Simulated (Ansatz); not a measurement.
A plane-wave DFT run in Ansatz 0.2.0 (scalar-relativistic PAW potentials unless the input names others): input and command.

```yaml
crystal:
  lattice:
    - [0.0, 2.5520432857, 2.5520432857]
    - [2.5520432857, 0.0, 2.5520432857]
    - [2.5520432857, 2.5520432857, 0.0]
  atoms:
    - { symbol: Mn, position: [0.0, 0.0, 0.0], spin: 4.57 }
    - { symbol: S, position: [0.5, 0.5, 0.5], spin: 0.15 }
basis:
  ecutwfc: 420
kpoints:
  mp_grid: { grid: [18, 18, 18] }
hamiltonian:
  xc: pbe
scf:
  occupations: { method: tetrahedron_uncorrected }
output:
  forces: true
  eigenvalues: true
  stress: true
magnetization:
  spin_polarized: true
```

```bash
ansatz run input.yaml --threads 1 --pin off --max-ram 2560MiB --backend cpu --events-out ev --progress --plain --runs-dir out
```

Abridged log:
```
Pseudopotentials: kind: paw
Pseudopotential: Mn, paw, valence charge 15, recommended cutoff 420 eV (normal)
Pseudopotential: S, paw, valence charge 6, recommended cutoff 420 eV (normal)
Functional definition: PBE
Crystal: 2 atoms, lattice volume = 33.243 Å³
Basis set: ecut = 420 eV, 645 PW (Γ), exchange–correlation on 50×50×50 points (8 copies of the dense FFT grid, shifted against one another)
Bands: 17, of which v1, the nominal top of the filled ones, is band 11 counted from 1 (10 counted from 0)
Symmetry: 48 space group operations
Space group: Fm-3m (ITA 225), of the structure as read, at distance tolerance 3.2e-5 Å
Magnetic group: BNS 225.116 (UNI 1618), of the structure as read, at distance tolerance 3.2e-5 Å
k-points: 195 of 5832
Initial density: superposition of atomic densities (chi_scale 0.1, normalization cell, long waves kept (reshape's long-wave potential 0.00 eV rms))
Starting moments: Σ|m| = 4.72 μB on 2 of 2 sites
Initial wavefunctions: pseudopotential atomic-orbital guess
Functional: x = pbe(κ = 0.804, μ = 0.21951497), c = pbe(β = 0.06672455)
SCF iter   1: F=—  HF=-4802.495277 eV  |F-HF|=—  |Δ(HF+E_count)|=         —  Δρ=1.07e-1 (↑4.34e-2 ↓1.07e-1) dr2=7.23e0  dr2_m=4.03e-1  M=3.977 μB ∫|m|=3.977 μB  β_m=0.30  ethr=3.10e-3  ⟨swp⟩=4.2  Hψ=30987  notcnv=0
spin=Collinear: Kerker preconditioning applied to the charge; magnetization (m = ρ↑ − ρ↓) channel mixes plain (no charge-response kernel on spin).
SCF iter   2: F=—  HF=-4801.661447 eV  |F-HF|=—  |Δ(HF+E_count)|=   8.34e-1  Δρ=1.93e-2 (↑1.63e-2 ↓1.93e-2) dr2=1.99e-1  dr2_m=5.43e-2  M=4.440 μB ∫|m|=4.440 μB  β_m=0.30  ethr=3.10e-3  ⟨swp⟩=3.0  Hψ=16543  notcnv=0  defer=666
SCF iter   3: F=—  HF=-4801.729142 eV  |F-HF|=—  |Δ(HF+E_count)|=   6.77e-2  Δρ=1.30e-2 (↑1.30e-2 ↓1.16e-2) dr2=6.88e-2  dr2_m=2.86e-2  M=4.479 μB ∫|m|=4.479 μB  β_m=0.30  ethr=9.47e-4  ⟨swp⟩=1.8  Hψ=9722  notcnv=0  defer=676
SCF iter   4: F=—  HF=-4801.786771 eV  |F-HF|=—  |Δ(HF+E_count)|=   5.76e-2  Δρ=9.08e-3 (↑9.08e-3 ↓7.94e-3) dr2=3.19e-2  dr2_m=1.56e-2  M=4.524 μB ∫|m|=4.524 μB  β_m=0.30  ethr=3.28e-4  ⟨swp⟩=3.1  Hψ=12708  notcnv=0  defer=676
SCF iter   5: F=—  HF=-4801.808293 eV  |F-HF|=—  |Δ(HF+E_count)|=   2.15e-2  Δρ=6.23e-3 (↑6.23e-3 ↓5.66e-3) dr2=1.24e-2  dr2_m=8.30e-3  M=4.526 μB ∫|m|=4.526 μB  β_m=0.30  ethr=1.52e-4  ⟨swp⟩=2.0  Hψ=9965  notcnv=0  defer=670
SCF iter   6: F=—  HF=-4801.818245 eV  |F-HF|=—  |Δ(HF+E_count)|=   9.95e-3  Δρ=4.77e-3 (↑3.91e-3 ↓4.77e-3) dr2=7.30e-3  dr2_m=4.12e-3  M=4.506 μB ∫|m|=4.506 μB  β_m=0.30  ethr=5.88e-5  ⟨swp⟩=2.5  Hψ=10486  notcnv=0  defer=670
SCF iter   7: F=—  HF=-4801.825205 eV  |F-HF|=—  |Δ(HF+E_count)|=   6.96e-3  Δρ=3.06e-3 (↑2.86e-3 ↓3.06e-3) dr2=1.05e-3  dr2_m=2.43e-3  M=4.516 μB ∫|m|=4.516 μB  β_m=0.30  ethr=3.47e-5  ⟨swp⟩=2.5  Hψ=9307  notcnv=0  defer=670
Mixer restart at iter 7: flushing history
spin-set hold released at iteration 7 (site moments contracting): the magnetisation degrees of freedom join the quasi-Newton model from the next iteration; the mixer history was flushed
SCF iter   8: F=—  HF=-4801.829351 eV  |F-HF|=—  |Δ(HF+E_count)|=   4.15e-3  Δρ=2.21e-3 (↑2.13e-3 ↓2.21e-3) dr2=3.44e-4  dr2_m=1.35e-3  M=4.522 μB ∫|m|=4.522 μB  β_m=0.65  ethr=5.00e-6  ⟨swp⟩=2.9  Hψ=10916  notcnv=0  defer=670
SCF iter   9: F=—  HF=-4801.834294 eV  |F-HF|=—  |Δ(HF+E_count)|=   4.94e-3  Δρ=5.62e-4 (↑5.62e-4 ↓3.14e-4) dr2=4.10e-5  dr2_m=4.64e-5  M=4.537 μB ∫|m|=4.537 μB  β_m=0.73  ethr=1.64e-6  ⟨swp⟩=3.0  Hψ=13696  notcnv=0  defer=670
SCF iter  10: F=—  HF=-4801.834334 eV  |F-HF|=—  |Δ(HF+E_count)|=   4.03e-5  Δρ=2.84e-4 (↑1.40e-4 ↓2.84e-4) dr2=4.02e-5  dr2_m=6.23e-6  M=4.539 μB ∫|m|=4.540 μB  β_m=0.75  ethr=1.95e-7  ⟨swp⟩=2.6  Hψ=13204  notcnv=0  defer=671
SCF iter  11: F=—  HF=-4801.834333 eV  |F-HF|=—  |Δ(HF+E_count)|=   4.53e-7  Δρ=3.74e-5 (↑3.74e-5 ↓2.24e-5) dr2=4.12e-7  dr2_m=1.26e-7  M=4.540 μB ∫|m|=4.540 μB  β_m=0.88  ethr=1.92e-7  ⟨swp⟩=3.1  Hψ=11210  notcnv=0  defer=671
SCF iter  12: F=—  HF=-4801.834334 eV  |F-HF|=—  |Δ(HF+E_count)|=   2.45e-7  Δρ=1.23e-5 (↑1.23e-5 ↓1.07e-5) dr2=1.13e-7  dr2_m=3.22e-9  M=4.540 μB ∫|m|=4.540 μB  β_m=0.94  ethr=4.76e-10  ⟨swp⟩=6.0  Hψ=26500  notcnv=0
SCF iter  13: F=-4801.834334 eV  HF=-4801.834334 eV  |F-HF|=2.51e-9  |Δ(HF+E_count)|=   4.53e-8  Δρ=2.91e-6 (↑2.06e-6 ↓2.91e-6) dr2=8.13e-9  dr2_m=1.76e-10  M=4.540 μB ∫|m|=4.540 μB  β_m=0.97  ethr=4.76e-10  ⟨swp⟩=3.1  Hψ=16181  notcnv=0
SCF iter  14: F=-4801.834334 eV  HF=-4801.834334 eV  |F-HF|=1.00e-9  |Δ(HF+E_count)|=   5.22e-9  Δρ=1.78e-6 (↑1.78e-6 ↓1.22e-6) dr2=2.10e-9  dr2_m=4.14e-11  M=4.540 μB ∫|m|=4.540 μB  ethr=3.87e-11  ⟨swp⟩=1.5  Hψ=21576  notcnv=0
SCF 1 converged in 14 iterations: F = -4801.834334 eV  dr2 = 2.10e-9
SCF converged after 14 iterations
an eigenvalue changed by more than its tolerance at an iteration that met the thresholds in force, so the SCF went on 1 time: the last check found none over its tolerance
Magnetization: 4.5400 μB (12.7700 up, 8.2300 down)
Absolute magnetization: 4.5403 μB (∫|ρ↑−ρ↓|, with the PAW one-centre terms)
Spin contamination: 0.0377 ħ² per cell (⟨S²⟩ above its minimum at these occupations)
Per-site moments (μB) at R_I (Å): [(4.05498370, 1.05271785), (0.13412316, 1.05271785)]
Free energy (F): -4801.834334 eV
Harris-Foulkes:  -4801.834334 eV  (|F-HF|=1.00e-9)
Internal energy: -4801.834328 eV  (E = F + TS)
E sigma→0 (E₀):  -4801.834334 eV
Entropy (-TS):   -0.000006 eV (-0.003 meV/atom)
Fermi energy:    11.291920 eV
--- Forces (eV/Å), atoms counted from 1 ---
  atom   1  Mn     0.00000000     0.00000000     0.00000000
  atom   2  S      0.00000000     0.00000000     0.00000000
--- Stress (GPa, compression-positive) ---
        0.229443       0.000000       0.000000
        0.000000       0.229443       0.000000
        0.000000       0.000000       0.229443
  P = ⅓ Tr σ = 0.2294 GPa (2.294 kbar)
```

Apart from outputs, empty bands and the relaxation, which only the reference makes, the input differs from a reference run on usual settings in scf.occupations.width: 0.1 → not typed; scf.occupations.method: "gaussian" → "tetrahedron_uncorrected". The reference, at the same geometry, ended its own course with pressure 0.00 GPa, largest force 0.000 eV/Å, no gap on the mesh. This run converged in 14 SCF iterations with an energy at zero smearing 4.84 meV/atom above the reference's, pressure 0.23 GPa, largest force 0.000 eV/Å, no gap on the mesh.

Moments start parallel, and another magnetic order may lie lower. No Hubbard U is used, which oxides and halides of open 3d shells often need for their gap.

The run took 9.5 s on 1 thread of Intel(R) Xeon(R) 6975P-C (Granite Rapids), with other jobs on the host, peak memory 0.47 GiB.